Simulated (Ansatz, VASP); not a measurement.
# MgO: VASP beside Ansatz

Aim: how closely do two programs agree when they are given the same cell, functional and k mesh? The structure shown is the end of the Ansatz relaxation below.

Method: plane waves, with VASP 6.6.1 beside it; single point at PBEsol, in Ansatz 0.2.0.

## 1. Starting point

The structure is cubic, space group Fm-3m (No. 225). The conventional cell has a = 4.215 Å, b = 4.215 Å, c = 4.215 Å, α = 90.00°, β = 90.00°, γ = 90.00°. Nearest to Mg lie 6 O at 2.11 Å. Nearest to O lie 6 Mg at 2.11 Å. Farther neighbours and most contacts between anions are not listed.

## 2. Ansatz: relaxation, PBEsol

Ansatz runs on its PAW soft_1 files.

This run makes the geometry at which the two programs are then compared.

The input, input.yaml:

```yaml
crystal:
  lattice:
    - [2.980538, 0.0, 0.0]
    - [-1.490269, 2.5812216249, 0.0]
    - [0.0, 0.0, 7.300798]
  atoms:
    - { symbol: Mg, position: [0.0, 0.0, 0.0] }
    - { symbol: Mg, position: [0.3333333, 0.6666667, 0.3333333] }
    - { symbol: Mg, position: [0.6666667, 0.3333333, 0.6666667] }
    - { symbol: O, position: [0.0, 0.0, 0.5] }
    - { symbol: O, position: [0.3333333, 0.6666667, 0.8333333] }
    - { symbol: O, position: [0.6666667, 0.3333333, 0.1666667] }
kpoints:
  mp_grid: { grid: [11, 11, 4] }
scf:
  occupations: { method: fermi_dirac, width: 0.02 }
hamiltonian:
  xc: pbesol
  pseudopotentials: { kind: paw, azcp: { folder: soft_1 }, xc_functional: pbe }
basis:
  ecutwfc: 600
output:
  forces: true
  stress: true
  write_density: true
  write_potential: true
  elf: true
  volumetric_format: npy
relax:
  f_tol: 0.005
  max_steps: 70
  cell: { stress_tol: 0.02, p_target: 0, fix: [a, b, alpha, beta, gamma] }
```

On the command line:

```
> ansatz run input.yaml --threads 4 --pin off --max-ram 18432MiB --backend cpu --events-out ev --progress --plain --runs-dir out
```

Numbers of over 12 decimals in the logs are rounded to 6 here.

Output:

```text
Engine: ansatz 0.2.0, aarch64-unknown-linux-gnu
Pseudopotentials: kind: paw
Pseudopotential: Mg, paw, valence charge 10, recommended cutoff 420 eV (normal), soft_1/Mg.paw.azcp
Pseudopotential: O, paw, valence charge 6, recommended cutoff 420 eV (normal), soft_1/O.paw.azcp
Functional definition: PBEsol
  exchange = pbesol_x
  correlation = pbesol_c
Crystal: 6 atoms, lattice volume = 56.168 Å³
Basis set: ecut = 600 eV, 1835 PW (Γ), exchange–correlation on 48×48×120 points (8 copies of the dense FFT grid, shifted against one another)
Bands: 30, of which v1, the nominal top of the filled ones, is band 24 counted from 1 (23 counted from 0)
Symmetry: 36 space group operations
Space group: Fm-3m (ITA 225), of the structure as read, at distance tolerance 3.8e-5 Å
k-points: 58 of 484
Non-local potential: Mg, projectors of the file, l = 0: 3, l = 1: 2, l = 2: 1
Non-local potential: O, projectors of the file, l = 0: 2, l = 1: 2, l = 2: 1
PAW form: soft (Blöchl's): semilocal exchange-correlation on the pseudo side does not see the compensation charge
PAW frozen core: Mg, regenerated for the run's functional, and the local potential with it (the file was generated under x = pbe(κ = 0.804, μ = 0.219515), c = pbe(β = 0.066725))
PAW frozen core: O, regenerated for the run's functional, and the local potential with it (the file was generated under x = pbe(κ = 0.804, μ = 0.219515), c = pbe(β = 0.066725))
PAW one-centre angular grid: Mg, 110 points (default); XC on 64 Gauss nodes
PAW one-centre angular grid: O, 110 points (default); XC on 64 Gauss nodes
Initial density: superposition of atomic densities (chi_scale 0.1, normalization cell, long waves kept (reshape's long-wave potential 0.00 eV rms))
Initial wavefunctions: pseudopotential atomic-orbital guess
Functional: x = pbesol(κ = 0.804, μ = 0.123457), c = pbesol(β = 0.046)
SCF iter   1: F=—  HF=-7427.646130 eV  |F-HF|=—  |Δ(HF+E_count)|=         —  Δρ=7.13e-2  dr2=1.42e0  ethr=3.10e-3  ⟨swp⟩=6.3  Hψ=8227  notcnv=0
preconditioner: auto → Resta (q_TF=auto, 2.658 Å⁻¹)  ε∞=3.4  [insulator: Δε(μ)=4.263 eV  Ē_g=15.609 eV  σ=0.020 eV  W_gap=1.00  n_scr=24 (ndim 8)  ℏωp=24.3 eV  f_vac=0.000  D(μ)=0.00/eV (n_scr^D=0)  ε∞_Penn≈3.4]
SCF iter   2: F=—  HF=-7427.547250 eV  |F-HF|=—  |Δ(HF+E_count)|=   9.89e-2  Δρ=3.49e-2  dr2=4.22e-1  ethr=2.97e-3  ⟨swp⟩=2.8  Hψ=3282  notcnv=0  defer=88
SCF iter   3: F=—  HF=-7427.633277 eV  |F-HF|=—  |Δ(HF+E_count)|=   8.60e-2  Δρ=1.09e-2  dr2=3.51e-2  ethr=8.79e-4  ⟨swp⟩=2.1  Hψ=3028  notcnv=0  defer=88
SCF iter   4: F=—  HF=-7427.634174 eV  |F-HF|=—  |Δ(HF+E_count)|=   8.97e-4  Δρ=2.73e-3  dr2=3.78e-3  ethr=7.32e-5  ⟨swp⟩=2.2  Hψ=2440  notcnv=0  defer=88
SCF iter   5: F=—  HF=-7427.634205 eV  |F-HF|=—  |Δ(HF+E_count)|=   3.10e-5  Δρ=6.53e-4  dr2=1.18e-4  ethr=7.87e-6  ⟨swp⟩=2.0  Hψ=2458  notcnv=0  defer=88
SCF iter   6: F=—  HF=-7427.634365 eV  |F-HF|=—  |Δ(HF+E_count)|=   1.60e-4  Δρ=7.91e-5  dr2=1.47e-6  ethr=2.46e-7  ⟨swp⟩=3.0  Hψ=3166  notcnv=0  defer=88
SCF iter   7: F=—  HF=-7427.634369 eV  |F-HF|=—  |Δ(HF+E_count)|=   4.17e-6  Δρ=1.29e-5  dr2=3.44e-8  ethr=2.08e-10  ⟨swp⟩=8.1  Hψ=13159  notcnv=0
SCF iter   8: F=-7427.634369 eV  HF=-7427.634369 eV  |F-HF|=4.33e-10  |Δ(HF+E_count)|=  5.18e-10  Δρ=1.39e-6  dr2=7.17e-10  ethr=7.17e-11  ⟨swp⟩=5.1  Hψ=10278  notcnv=0
SCF 1 converged in 8 iterations: F = -7427.634369 eV  dr2 = 7.17e-10
  greatest PAW one-centre occupation: 1.000 electrons in one spin orbital (limit 2), on the Mg atom at site 2 (counted from 0), in its partial waves of l = 0
relax step   1: F+E_penalty+E_count = -7427.63436932 eV  Δ(F+E_penalty+E_count) = +0.000e0 eV  max|allowed force component| = 2.723e-29 eV/Å  Δτ_max = 0.0000 Å  P = +0.002 GPa  Ω = 56.168 Å³  fix = [a, b, alpha, beta, gamma]  reactions: a +0.002, b +0.002 GPa  (8 SCF iters, dr2 threshold 1.00e-7 eV, accepted)
Initial density: handed on by an earlier stage of this run
Initial wavefunctions: pseudopotential atomic-orbital guess (no wavefunctions were taken with the density)
iter 1 solved again at ethr=9.05e-8 eV; its pass at ethr=3.10e-3 eV (dr2=4.35e-5 eV) is discarded
SCF iter   1: F=—  HF=-7427.634361 eV  |F-HF|=—  |Δ(HF+E_count)|=         —  Δρ=2.08e-6  dr2=9.94e-10  ethr=9.05e-8  ⟨swp⟩=3.2  Hψ=12702  notcnv=0
eigensolver tolerance schedule: the retry pair's looser diagonalisation over-reported the residual by 43732.09 of it (diagonalisation noise at an unbounded share of the residual, at the tolerance the schedule requests for it); recorded, not acted on — ethr = c·dr2/N_el stays at c = 1.0e-1
preconditioner: auto → Resta (q_TF=auto, 2.658 Å⁻¹)  ε∞=3.4  [insulator: Δε(μ)=4.620 eV  Ē_g=15.768 eV  σ=0.020 eV  W_gap=1.00  n_scr=24 (ndim 8)  ℏωp=24.3 eV  f_vac=0.000  D(μ)=0.00/eV (n_scr^D=0)  ε∞_Penn≈3.4]
SCF iter   2: F=—  HF=-7427.634369 eV  |F-HF|=—  |Δ(HF+E_count)|=   8.53e-6  Δρ=7.51e-7  dr2=1.69e-10  ethr=2.07e-12  ⟨swp⟩=3.2  Hψ=4342  notcnv=0
SCF iter   3: F=—  HF=-7427.634369 eV  |F-HF|=—  |Δ(HF+E_count)|=    0.00e0  Δρ=4.69e-7  dr2=6.90e-11  ethr=1.00e-12  ⟨swp⟩=1.0  Hψ=1740  notcnv=0
SCF iter   4: F=-7427.634369 eV  HF=-7427.634369 eV  |F-HF|=8.19e-12  |Δ(HF+E_count)|=  2.18e-11  Δρ=1.17e-7  dr2=6.65e-12  ethr=1.00e-12  ⟨swp⟩=4.0  Hψ=7403  notcnv=0
SCF 2 converged in 4 iterations: F = -7427.634369 eV  dr2 = 6.65e-12
relax step   2: F+E_penalty+E_count = -7427.63436932 eV  Δ(F+E_penalty+E_count) = -3.211e-10 eV  max|allowed force component| = 8.257e-29 eV/Å  Δτ_max = 0.0000 Å  P = +0.002 GPa  Ω = 56.168 Å³  fix = [a, b, alpha, beta, gamma]  reactions: a +0.002, b +0.002 GPa  stress off target by 2.19e-3 GPa on what of the cell is left free  SCF on the basis re-selected at this cell (its energy is not comparable with the rows above)  (4 SCF iters)
basis re-selected at this cell: Δ(F+E_penalty+E_count) = -3.211e-10 eV, ΔP = -0.000 GPa vs the last step (what re-selecting the basis moved, of the pressure what is left beyond the Pulay correction that the steps carried, after the strain that the cell walked since its last selection, with what the two solves' SCF thresholds leave and, on support functions, any second-order correction that the steps lacked; it is no  [...]
SCF converged after 4 iterations
Free energy (F): -7427.634369 eV
Harris-Foulkes:  -7427.634369 eV  (|F-HF|=8.19e-12)
Internal energy: -7427.634369 eV  (E = F + TS)
E sigma→0 (E₀):  -7427.634369 eV
Fermi energy:    10.231760 eV
--- Per-component energies (eV) ---
  E_band       = -881.242869
  E_kinetic    = 727.740516
  E_local      = -5078.439245  (includes V_loc(G=0)·N_el)
  E_nonlocal   = 743.213605
  E_hartree    = 1681.820565
  E_xc         = -297.988458
  E_vxc        = -383.837521  (∫ρ·V_xc dr)
  E_paw        = -1338.968133  (= ΣΔE_a)
  E_vpaw       = -253.561861  (= ΣTr[D̂ρ^β])
  E_aug_tail   = 0.000542  (compensation charges beyond the density's cutoff)
  E_ewald      = -3865.296212
  E_core_change = 0.282451  (= ΣΔE_core)
  E_smearing   = -0.000000  (= −TS)
  E_closure    = -0.000000  (closes the sum)
  Σ components = -7427.634369   (vs F -7427.634369, Δ=0.00e0)
--- Forces (eV/Å), atoms counted from 1 ---
  atom   1  Mg    -0.00000000     0.00000000    -0.00000000
  atom   2  Mg     0.00000000     0.00000000    -0.00000000
  atom   3  Mg    -0.00000000    -0.00000000    -0.00000000
  atom   4  O     -0.00000000     0.00000000    -0.00000000
  atom   5  O      0.00000000     0.00000000     0.00000000
  atom   6  O     -0.00000000     0.00000000    -0.00000000
  max |Σ_I F_I| component: 3.12e-28 eV/Å
--- Stress (GPa, compression-positive) ---
        0.002222       0.000000      -0.000000
        0.000000       0.002222      -0.000000
       -0.000000      -0.000000       0.002194
  P = ⅓ Tr σ = 0.0022 GPa (0.022 kbar)
--- Band table (eV; the first three rows and the last of 58) ---
  k-point 0: bands = [... 20 lower, 7.4069, 7.9073, 7.9073, 7.9073, 12.5269, 15.4391, 15.4391, 20.0718, ... 2 higher]
  k-point 1: bands = [... 20 lower, 7.5665, 7.5665, 7.8598, 7.8598, 12.9866, 14.8806, 15.6209, 20.2477, ... 2 higher]
  k-point 2: bands = [... 20 lower, 7.7330, 7.7330, 7.7330, 7.7330, 13.9536, 13.9536, 15.6459, 20.3769, ... 2 higher]
  k-point 57: bands = [... 20 lower, 5.8021, 6.5266, 6.5266, 6.8483, 17.6753, 18.5634, 18.5634, 19.4965, ... 2 higher]
--- Relaxed structure (1 steps of the walk, 1 accepted, 1 SCFs on fresh bases) ---
  F+E_penalty+E_count = -7427.63436932 eV   max|allowed force component| = 8.257e-29 eV/Å   (the final SCF, on the basis selected at the relaxed cell)
  cell:  # Å, volume = 56.1682 Å³
    - [2.980538, 0.0, 0.0]
    - [-1.490269, 2.581222, 0.0]
    - [0.0, 0.0, 7.300798]
  atoms:
    - { symbol: Mg, position: [0.0, 0.0, 0.0] }
    - { symbol: Mg, position: [0.333333, 0.666667, 0.333333] }
    - { symbol: Mg, position: [0.666667, 0.333333, 0.666667] }
    - { symbol: O, position: [0.0, 0.0, 0.5] }
    - { symbol: O, position: [0.333333, 0.666667, 0.833333] }
    - { symbol: O, position: [0.666667, 0.333333, 0.166667] }
```

## 3. VASP: single point, PBEsol, pair 1

The same cell, functional, mesh and smearing now go to VASP, with its own data sets.

Lines of VASP's logs that name or quote its potential files are left out, and so is its time.

The input, INCAR:

```
SYSTEM = MgO
PREC = Accurate
ENCUT = 600
EDIFF = 1E-06
NELM = 120
ISMEAR = -1
SIGMA = 0.02
LREAL = .FALSE.
ALGO = Normal
GGA = PS
NBANDS = 18
LORBIT = 11
LWAVE = .FALSE.
LCHARG = .FALSE.
ISIF = 2
LASPH = .TRUE.
GGA_COMPAT = .FALSE.
EFERMI = MIDGAP
KPAR = 2
```

The input, POSCAR:

```
MgO
1.0
    2.9805380000      0.0000000000      0.0000000000
   -1.4902690000      2.5812216249      0.0000000000
    0.0000000000      0.0000000000      7.3007980000
Mg O
3 3
Direct
    0.0000000000      0.0000000000      0.0000000000
    0.3333333333      0.6666666667      0.3333333333
    0.6666666667      0.3333333333      0.6666666667
    0.0000000000      0.0000000000      0.5000000000
    0.3333333333      0.6666666667      0.8333333333
    0.6666666667      0.3333333333      0.1666666667
```

The input, KPOINTS:

```
Automatic mesh
0
Gamma
11 11 4
0 0 0
```

The projector-augmented-wave data sets are Mg and O (PBE family, release 64).

On the command line:

```
> mpirun -np 2 vasp_std
```

Output:

```text
[banner, memory and clock lines left out]
running    2 mpi-ranks, on    1 nodes
 distrk:  each k-point on    1 cores,    2 groups
 distr:  one band on    1 cores,    1 groups

 POSCAR found type information on POSCAR MgO
 POSCAR found :  2 types and       6 ions
|                                                                             |
|               ----> ADVICE to this user running VASP <----                  |
|                                                                             |
|     You enforced a specific xc type in the INCAR file but a different       |
|     [... a line on the potential file left out ...]
|     I HOPE YOU KNOW WHAT YOU ARE DOING!                                     |
|                                                                             |

 LDA part: xc-table for (Slater+PW92), standard interpolation
 POSCAR, INCAR and KPOINTS ok, starting setup
 FFT: planning ... GRIDC
 FFT: planning ... GRID_SOFT
 FFT: planning ... GRID
 WAVECAR not read
 entering main loop
       N       E                     dE             d eps       ncg     rms          rms(c)
DAV:   1     0.120734643206E+03    0.12073E+03   -0.13671E+04  2160   0.137E+03
DAV:   2    -0.349694947717E+02   -0.15570E+03   -0.15120E+03  2668   0.268E+02
DAV:   3    -0.416630471146E+02   -0.66936E+01   -0.66793E+01  2504   0.594E+01
DAV:   4    -0.416969243829E+02   -0.33877E-01   -0.33865E-01  2786   0.472E+00
DAV:   5    -0.416970553592E+02   -0.13098E-03   -0.13096E-03  2590   0.277E-01    0.115E+01
DAV:   6    -0.376458886295E+02    0.40512E+01   -0.15149E+01  2328   0.276E+01    0.378E+00
DAV:   7    -0.375895385236E+02    0.56350E-01   -0.24060E-01  2226   0.393E+00    0.236E+00
DAV:   8    -0.375489177156E+02    0.40621E-01   -0.88895E-02  2454   0.350E+00    0.464E-01
DAV:   9    -0.375460876053E+02    0.28301E-02   -0.69151E-03  2724   0.674E-01    0.139E-01
DAV:  10    -0.375461750252E+02   -0.87420E-04   -0.94041E-04  2662   0.226E-01    0.180E-02
DAV:  11    -0.375461805063E+02   -0.54811E-05   -0.41923E-06  2518   0.187E-02    0.995E-03
DAV:  12    -0.375461802934E+02    0.21290E-06   -0.40823E-06  2360   0.163E-02
   1 F= -.37546180E+02 E0= -.37546180E+02  d E =0.000000E+00
```

From OUTCAR (step 3):

```text
ion  position               nearest neighbor table
   1  0.000  0.000  0.000-   5 2.11   6 2.11   5 2.11   6 2.11   6 2.11   5 2.11   2 2.98   3 2.98
                             2 2.98   3 2.98   2 2.98   3 2.98
   2  0.333  0.667  0.333-   6 2.11   6 2.11   6 2.11   4 2.11   4 2.11   4 2.11   1 2.98   1 2.98
                             1 2.98   3 2.98   3 2.98   3 2.98
   3  0.667  0.333  0.667-   5 2.11   5 2.11   5 2.11   4 2.11   4 2.11   4 2.11   1 2.98   1 2.98
                             1 2.98   2 2.98   2 2.98   2 2.98
   4  0.000  0.000  0.500-   2 2.11   3 2.11   2 2.11   3 2.11   3 2.11   2 2.11
   5  0.333  0.667  0.833-   3 2.11   3 2.11   3 2.11   1 2.11   1 2.11   1 2.11
   6  0.667  0.333  0.167-   2 2.11   2 2.11   2 2.11   1 2.11   1 2.11   1 2.11

  LATTYP: Found a hexagonal cell.
 ALAT       =     2.9805380000
 C/A-ratio  =     2.4494899914

 Subroutine GETGRP returns: Found 12 space group operations
 (whereof 12 operations were pure point group operations)

The static configuration has the point symmetry D_3d.

 Found     58 irreducible k-points:

   k-points           NKPTS =     58   k-points in BZ     NKDIM =     58   number of bands    NBANDS=     18

   dimension x,y,z NGX =    24 NGY =   24 NGZ =   60
   dimension x,y,z NGXF=    48 NGYF=   48 NGZF=  120

   ENCUT  =  600.0 eV  44.10 Ry    6.64 a.u.   5.95  5.95 14.58*2*pi/ulx,y,z

   NELECT =      24.0000    total number of electrons

 k-points in reciprocal lattice and weights: Automatic mesh
   0.00000000  0.00000000  0.00000000       0.002
   0.09090909  0.00000000  0.00000000       0.012
   0.18181818 -0.00000000  0.00000000       0.012
   0.27272727  0.00000000  0.00000000       0.012
   0.36363636 -0.00000000  0.00000000       0.012
   0.45454545  0.00000000  0.00000000       0.012
   0.09090909  0.09090909  0.00000000       0.012
   0.18181818  0.09090909  0.00000000       0.025
   0.27272727  0.09090909  0.00000000       0.025
[...]
0.27272727  0.27272727  0.50000000       0.012
   0.36363636  0.27272727  0.50000000       0.012

 average (electrostatic) potential at core
       1 -34.6954       2 -34.6954       3 -34.6954       4 -69.5841       5 -69.5841
       6 -69.5841

 E-fermi :   5.3565

 k-point     1 :       0.0000    0.0000    0.0000
  band No.  band energies     occupation
    ...
      8       2.5434      2.00000
      9       2.5434      2.00000
     10       3.0492      2.00000
     11       3.0492      2.00000
     12       3.0492      2.00000
     13       7.6638      0.00000
     14      10.5759      0.00000
     15      10.5759      0.00000
     16      15.2182      0.00000
     17      15.2182      0.00000
    ...

 k-point     2 :       0.0909    0.0000    0.0000
  band No.  band energies     occupation
    ...
      8       2.4160      2.00000
      9       2.5616      2.00000
     10       2.5617      2.00000
     11       2.9802      2.00000
     12       2.9980      2.00000
     13       8.1510      0.00000
     14      10.9337      0.00000
     15      10.9470      0.00000
     16      15.0127      0.00000
     17      15.0718      0.00000
    ...

 k-point     3 :       0.1818   -0.0000    0.0000
  band No.  band energies     occupation
    ...
      8       1.8766      2.00000
      9       2.2116      2.00000
     10       2.4829      2.00000
     11       2.8003      2.00000
     12       2.8434      2.00000
     13       9.1907      0.00000
     14      11.7484      0.00000
     15      11.8133      0.00000
     16      14.3646      0.00000
     17      14.7777      0.00000
    ...

  Total       -0.2920260     -0.2920260     -0.2926131      0.0000000      0.0000000      0.0000000
  in kB       -8.3299374     -8.3299374     -8.3466865      0.0000000      0.0000000      0.0000000
  external PRESSURE =      -8.3355204 kB  Pullay stress =       0.0000000 kB

  energy-cutoff  :      600.00
  volume of cell :       56.17
      direct lattice vectors                 reciprocal lattice vectors
     2.980538000  0.000000000  0.000000000     0.335509898  0.193706730  0.000000000
    -1.490269000  2.581221625  0.000000000     0.000000000  0.387413460  0.000000000
     0.000000000  0.000000000  7.300798000     0.000000000  0.000000000  0.136971328

 POSITION                                       TOTAL-FORCE (eV/Angst)
 -----------------------------------------------------------------------------------
      0.00000      0.00000      0.00000        -0.000000      0.000000      0.000000
     -0.00000      1.72081      2.43360        -0.000000      0.000000      0.000000
      1.49027      0.86041      4.86720        -0.000000      0.000000      0.000000
      0.00000      0.00000      3.65040         0.000000      0.000000      0.000000
     -0.00000      1.72081      6.08400         0.000000      0.000000      0.000000
      1.49027      0.86041      1.21680         0.000000     -0.000000     -0.000000
 -----------------------------------------------------------------------------------
    total drift:                                0.000000     -0.000000      0.000000

  FREE ENERGIE OF THE ION-ELECTRON SYSTEM (eV)
  ---------------------------------------------------
  free  energy   TOTEN  =       -37.5461802934 eV

  energy  without entropy=      -37.5461802934  energy(sigma->0) =      -37.54618029

 total charge
# of ion       s       p       d       tot
------------------------------------------
    1        0.150   0.180   0.080   0.410
    2        0.150   0.180   0.080   0.410
    3        0.150   0.180   0.080   0.410
    4        1.534   3.541   0.000   5.075
    5        1.534   3.541   0.000   5.075
    6        1.534   3.541   0.000   5.075
--------------------------------------------------
tot          5.050  11.166   0.239  16.454

[... 3 further parts left out ...]
```

The run ends at a pressure of -0.83 GPa.

## 4. Side by side

Known differences besides the potentials themselves: the data sets hold 48 valence electrons in Ansatz (on its PAW soft_1 files) and 24 in VASP; Ansatz makes its cores anew for this functional, VASP keeps those of its PBE data sets; Ansatz's pressure holds a Pulay correction, VASP's none. Total energies have different zeros and are not compared.

Both answers:

| quantity | Ansatz | VASP | difference |
| --- | --- | --- | --- |
| pressure (GPa) | 0.00 | -0.83 | +0.84 |
| gap on the k mesh (eV) | 4.620 | 4.615 | +0.005 |

A gap on the mesh is an upper bound, since the band edges may lie between its points.

(Continued in part 2 of 2.)

[Lines on the potential files, build, host, timing and source positions are cut from VASP's logs without a mark.]

[Logs are printed without paths, hosts, clocks, repeated set-up lines and the standing remarks that a program may print on its own settings, such as how far it seeks lower states.]

[Hosts, paths, dates, database ids (printed as entryN), source tags and the programs' standing remarks are cut or masked in the printed files.]
